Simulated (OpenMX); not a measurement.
## AlNi3 under changes of volume

One of the cells (10.932 Å³/atom); the others are scaled copies at fixed shape and fractional positions:

```
Ni Al
1.0
     3.52305    0.00000    0.00000
     0.00000    3.52305    0.00000
     0.00000    0.00000    3.52305
Ni Al
3 1
Direct
  0.50000 0.50000 0.00000
  0.50000 0.00000 0.50000
  0.00000 0.50000 0.50000
  0.00000 0.00000 0.00000
```

The cell is a database's computed one.

```yaml
Program: OpenMX 3.8.5
Functional: LDA
Potentials_or_basis: OpenMX 2013 LDA set, Ni6.0H-s3p2d2, Al7.0-s2p2d1, fixed grid of 48 × 48 × 48 points
k_mesh: 9 × 9 × 9
Occupations: fermi-dirac, width 0.05 eV
Spin: collinear spin, ferromagnetic start
Starting_moments: "[1.0, 1.0, 1.0, 0.0] μB"
```

```tsv
volume (Å³/atom)	energy over the lowest point (meV/atom)	moment (μB per cell)
10.276	?	?
10.495	5.36	0.24
10.713	0.00	0.33
10.932	0.89	0.39
11.151	7.87	0.43
11.369	20.19	0.46
11.588	36.91	0.48
```

**Question.** What does the run at 10.276 Å³/atom give?

**Answer.** Energy over the lowest point 18.14 meV/atom; moment 0.00 μB per cell.

Worked out: A Birch-Murnaghan fit of order 3 (a polynomial in V^(-2/3)) to the other rows has its minimum at 10.78 Å³/atom with B0 = V·E''(V) = 229 GPa and B' = 4.7. It gives 18.32 meV/atom at 10.276 Å³/atom, against the run's 18.14. A parabola through the other rows of the moment, of slope 0.482 μB per Å³/atom there, extrapolates to 0.15 μB, against the run's 0.00. The fit is too stiff a form for this range.

Energies are extrapolated to zero smearing.

Caveats: the basis of atomic orbitals isn't converged, which shifts pressures, moduli and gaps.
